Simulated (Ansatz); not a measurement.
CsSnBr3 (cubic perovskite) was relaxed with 4 functionals in the plane-wave code Ansatz, cell and atoms free, the symmetry of the start kept (meshes: PBE 4×4×4, r2SCAN 4×4×4, PBEsol 4×4×4, LDA 4×4×4). Spin-unpolarised throughout. Whether this structure exists isn't addressed.

The PBEsol result:
```
Cs Sn Br
1.0
     5.78234    0.00000    0.00000
     0.00000    5.78234    0.00000
     0.00000    0.00000    5.78234
Cs Sn Br
1 1 3
Direct
  0.00000 0.00000 0.00000
  0.50000 0.50000 0.50000
  0.50000 0.50000 0.00000
  0.50000 0.00000 0.50000
  0.00000 0.50000 0.50000
```

Space group Pm-3m (No. 221), cubic; conventional cell a = 5.782 Å, 38.67 Å³ an atom. Cs is surrounded by 12 Br at 4.09 Å; Sn is surrounded by 6 Br at 2.89 Å; Br is surrounded by 2 Sn at 2.89 Å and 4 Cs at 4.09 Å.

Problem. Order the functionals by the relaxed volume, smallest first.
A. r2SCAN
B. LDA
C. PBE
D. PBEsol

Solution. B (36.59 Å³/atom), D (38.67 Å³/atom), A (39.86 Å³/atom), C (41.23 Å³/atom).

Problem. How does the cell change with r2SCAN?

Solution. a = 5.841 Å; the volume differs by +3.1 % from PBEsol's. Around Cs lie 12 Br at 4.13 Å; around Sn lie 6 Br at 2.92 Å; around Br lie 2 Sn at 2.92 Å and 4 Cs at 4.13 Å.

Problem. What lattice does PBE give?

Solution. a = 5.907 Å; the volume differs by +6.6 % from PBEsol's. Cs is surrounded by 12 Br at 4.18 Å; Sn is surrounded by 6 Br at 2.95 Å; Br is surrounded by 2 Sn at 2.95 Å and 4 Cs at 4.18 Å.

Problem. Held at the r2SCAN cell, what mean stress do LDA and PBE find, and does its sign point to their own minimum?

Solution. Yes. LDA -1.76 GPa, and its relaxed volume is -8.2 % from r2SCAN's; PBE +0.74 GPa, and its relaxed volume is +3.4 % from r2SCAN's. Compression counts positive, so a positive stress asks for a larger cell.
